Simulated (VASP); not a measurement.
Runs of VASP 6.6.1 on NiO. The structure is cubic, space group Fm-3m (No. 225). The conventional cell has a = 4.172 Å, b = 4.172 Å, c = 4.172 Å, α = 90.00°, β = 90.00°, γ = 90.00°. Ni (site symmetry m-3m) has 6 O at 2.09 Å as nearest neighbours. O (site symmetry m-3m) is surrounded by 6 Ni at 2.09 Å. 

| level | gap on the mesh (eV) | pressure (GPa) | moment (μB) | relaxed volume (Å³/atom) |
| --- | --- | --- | --- | --- |
| BLYP+D3 | none | 0.0 | 1.73 | 9.41 |
| PBEsol+D3(BJ) | none | 0.1 | 1.20 | 8.63 |
| BLYP+D3(BJ) | none | -0.1 | (a) | 9.31 |
| BLYP+D4 | none | -0.1 | 1.74 | (b) |
| PBEsol+D3 | none | 0.0 | (c) | 8.64 |

Alike in all rows: task relaxation of cell and atoms; potentials or basis VASP PAW PBE potentials, release 64 (Ni, O); spin collinear, ferromagnetic start; cell relaxed; k mesh 11 × 11 × 11; cutoff (eV) 600; smearing fermi-dirac 0.05 eV.

**Question.** Fill in the values left out.

**Answer.** (a) 1.70; (b) 9.43; (c) 1.21.

Caveats: the PAW data sets were made with another functional, which shifts forces and pressure a little; a cell with one magnetic atom can't hold antiferromagnetic order, which such compounds often take; semilocal functionals often make such compounds metallic where correlation or magnetic order opens a gap, which also shifts bond lengths; pairwise dispersion overbinds metals, which lowers pressure and volume.

A gap of «none» marks a metal or a gap under the smearing width.

Runs at the PBE level aren't shown here.
